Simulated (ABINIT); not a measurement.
The system is TePb.

```xyz
2
Lattice="4.0023 0.0000 0.0000 0.0000 4.0023 0.0000 0.0000 0.0000 4.0023" Properties=species:S:1:pos:R:3 pbc="T T T"
Pb    0.0000    0.0000    0.0000
Te    2.0011    2.0011    2.0011
```

Measurements of this composition are mostly on another form, of space group No. 225.

Base run:

```yaml
Program: ABINIT 10.8.3 (patched build)
Functional: SCAN
Potentials_or_basis: JTH PAW PBE v2.0
Cutoff: 707 eV
k_mesh: 7 × 7 × 7
Occupations: fermi-dirac, width 0.05 eV
Spin: no spin polarisation
```

Its results: band gap on the k mesh none (metal or under the smearing width); pressure -1.3 GPa.

The run is repeated on the same cell with these changes: functional from SCAN to LDA. What comes out?

Band gap on the k mesh none (metal or under the smearing width); pressure -4.1 GPa.

Caveats: the PAW data sets were made with another functional, which shifts forces and pressure a little; spin-orbit coupling is left out, which moves the levels of the heavy elements.
